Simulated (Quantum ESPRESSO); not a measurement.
Wanted: an ASE script for a Quantum ESPRESSO 7.5 run.

* Task: single point
* Functional: rev-vdW-DF2
* Potentials or basis: SSSP 1.3 efficiency PBE
* Cutoff: 748 eV
* Density cutoff: 5987 eV
* k mesh: 12 × 12 × 12
* Occupations: gaussian, width 0.1 eV
* Spin: no spin polarisation
* Mixing beta: 0.5
* Most SCF iterations: 120
* SCF threshold: 6e-10 Ry

The structure of Si2W lies in Si2W.xyz:

```xyz
3
Lattice="-1.6069000000 1.6069000000 3.9149500000 1.6069000000 -1.6069000000 3.9149500000 1.6069000000 1.6069000000 -3.9149500000" Properties=species:S:1:pos:R:3 pbc="T T T"
W      0.0000000000      0.0000000000      0.0000000000
Si     0.0000000000      0.0000000000      5.2092324700
Si     0.0000000000      0.0000000000      2.6206675300
```

The input as run:

run.py

```python
import numpy as np
from ase.calculators.espresso import Espresso, EspressoProfile
from ase.io import read

atoms = read('Si2W.xyz')

input_data = {
    'control': {'calculation': 'scf', 'prefix': 'pwscf', 'outdir': './tmp', 'tprnfor': True, 'tstress': True, 'disk_io': 'nowf'},
    'system': {'ecutwfc': 55.0, 'ecutrho': 440.0, 'nbnd': 18, 'input_dft': 'vdw-df2-b86r', 'occupations': 'smearing', 'smearing': 'gaussian', 'degauss': 0.00734986},
    'electrons': {'conv_thr': 6e-10, 'electron_maxstep': 120, 'mixing_beta': 0.5},
}
pseudopotentials = {'W': 'W_pbe_v1.2.uspp.F.UPF', 'Si': 'Si.pbe-n-rrkjus_psl.1.0.0.UPF'}
profile = EspressoProfile(command='pw.x', pseudo_dir='pseudo')
dft = Espresso(profile=profile, input_data=input_data, pseudopotentials=pseudopotentials, kpts=(12, 12, 12), koffset=(0, 0, 0))
atoms.calc = dft

print(f'energy {atoms.get_potential_energy():.8f} eV')
print('forces (eV/A)')
print(np.round(atoms.get_forces(), 6))
print('stress (eV/A^3, Voigt)')
print(np.round(atoms.get_stress(), 8))
print(f'Fermi level {dft.get_fermi_level():.4f} eV')
```

Potentials or basis: SSSP 1.3 efficiency PBE.

Run with:

```console
$ OMP_NUM_THREADS=1 python run.py
```

It gave:

```yaml
Pressure: 2.4 GPa
Largest_force: 0.023 eV/Å
Band_gap_on_the_k_mesh: none (metal or under the smearing width)
```

Caveat: the potentials were made for another functional, which shifts forces and pressure.

It took 2.7 min on 1 thread of Intel(R) Xeon(R) 6985P-C CPU @ 2.30GHz (Granite Rapids), on a shared host, peak memory 0.42 GiB.
